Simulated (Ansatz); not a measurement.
# InSb, one cell by several methods

```yaml
crystal:
  lattice:
    - [5.35700, 0.00000, 0.00000]
    - [0.00000, 5.71200, 0.00000]
    - [0.00000, 0.00000, 3.06300]
  atoms:
    - { symbol: In, position: [0.00000, 0.00000, 0.00000] }
    - { symbol: In, position: [0.50000, 0.50000, 0.00000] }
    - { symbol: Sb, position: [0.50000, 0.00000, 0.83500] }
    - { symbol: Sb, position: [0.00000, 0.50000, 0.16500] }
```

Atoms are numbered in the order listed.

The geometry is COD entry 1525500, unchecked; take it as a test cell.

Spin–orbit coupling is left out, though it moves levels of the heavy atoms by tenths of an eV or more.

Levels of theory: DFT, LDA, PAW with Ansatz's default frozen-core files, scalar-relativistic (Ansatz 0.2.0); DFT, LDA, all-electron LAPW, scalar-relativistic (Ansatz 0.2.0).

For PAW: a Γ-centred 6×6×11 k mesh, Fermi–Dirac smearing of 0.08 eV, cutoff 420 eV, no spin polarisation; the PAW files were made with PBE, and the program remakes their frozen cores for this functional. LAPW targets a basis error of 1 meV/atom. The Ansatz runs share mesh, smearing and spin set-up. Plane-wave (PAW) pressures include the program's estimate of the Pulay term.

Stress and pressure are positive in compression.

Levels count from the Fermi level.

PAW results:

```
                      quantity     PAW
                pressure (GPa)   11.54
               stress xx (GPa)   22.63
               stress yy (GPa)    8.57
               stress zz (GPa)    3.43
        force on In1, z (eV/Å)   0.249
        force on Sb3, z (eV/Å)  -0.606
highest filled level at S (eV)  -0.404
  lowest empty level at S (eV)   1.319
highest filled level at X (eV)  -4.419
  lowest empty level at X (eV)   0.991
highest filled level at Z (eV)  -0.585
  lowest empty level at Z (eV)   1.268
```

Q: What does full-potential LAPW give for the same quantities?

A: 
```
                      quantity    LAPW
                pressure (GPa)   11.57
               stress xx (GPa)   22.65
               stress yy (GPa)    8.61
               stress zz (GPa)    3.46
        force on In1, z (eV/Å)   0.249
        force on Sb3, z (eV/Å)  -0.607
highest filled level at S (eV)  -0.405
  lowest empty level at S (eV)   1.320
highest filled level at X (eV)  -4.420
  lowest empty level at X (eV)   0.991
highest filled level at Z (eV)  -0.587
  lowest empty level at Z (eV)   1.267
```
